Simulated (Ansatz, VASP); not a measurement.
**RbBr in VASP and in Ansatz**

File INCAR:

```
  PREC = Accurate
  ENCUT = 520
  EDIFF = 1E-6
  ISMEAR = 0
  SIGMA = 0.01
  LREAL = False
  LASPH = True
  NELM = 80
  ALGO = Normal
  ISIF = 2
  LWAVE = False
  LCHARG = False
  GGA = CA
  NBANDS = 24
```

The input KPOINTS:

```
regular mesh
0
Gamma
  6 6 4
```

Contents of POSCAR:

```
RbBr
1.0
    5.8901391548      0.0000000000      0.0000000000
   -2.9450695774      5.1010101399      0.0000000000
    0.0000000000      0.0000000000      6.8703327543
Rb Br
2 2
Direct
    0.3333333333      0.6666666667     -0.0625000000
    0.6666666667      0.3333333333      0.4375000000
    0.3333333333      0.6666666667      0.4375000000
    0.6666666667      0.3333333333      0.9375000000
```

Input for Ansatz:

```yaml
crystal:
  lattice:
    - [5.8901391548, 0.0, 0.0]
    - [-2.9450695774, 5.1010101399, 0.0]
    - [0.0, 0.0, 6.8703327543]
  atoms:
    - { symbol: Rb, position: [0.3333333333, 0.6666666667, -0.0625] }
    - { symbol: Rb, position: [0.6666666667, 0.3333333333, 0.4375] }
    - { symbol: Br, position: [0.3333333333, 0.6666666667, 0.4375] }
    - { symbol: Br, position: [0.6666666667, 0.3333333333, 0.9375] }
kpoints:
  mp_grid: { grid: [6, 6, 4] }
  band_path:
    path:
      - [0.0, 0.0, 0.0]
      - [0.5, 0.0, 0.0]
      - [0.3333333333, 0.3333333333, 0.0]
      - [0.0, 0.0, 0.5]
      - [0.5, 0.0, 0.5]
      - [0.3333333333, 0.3333333333, 0.5]
    npoints: 1
hamiltonian:
  xc: lda
scf:
  occupations: { method: fixed }
  n_extra_bands: 5
output:
  forces: true
  stress: true
  eigenvalues: true
```

Alike in both runs: task single point; functional LDA; k mesh 6 × 6 × 4; no spin polarisation.

|  | VASP | Ansatz |
| --- | --- | --- |
| version | VASP 6.6.1 | Ansatz 0.2.0 |
| potentials or method | VASP PAW LDA potentials, release 64 (Rb_sv, Br) | plane waves, PAW |
| plane-wave cutoff (eV) | 520 | 420 |
| occupations | gaussian, width 0.01 eV | fixed |
| valence electrons in the cell | 32 | 32 |

Ansatz gave:

- gap on the k mesh at the Fermi level (eV): 3.77
- pressure (GPa): -1.2
- largest component of the traceless stress (GPa): 0.18

Q: Estimate VASP's values.

A: gap on the k mesh at the Fermi level (eV): 3.78; pressure (GPa): -1.1; largest component of the traceless stress (GPa): 0.18.

A k mesh can miss the band edges. As with any semilocal functional, this LDA gap is likely too small.
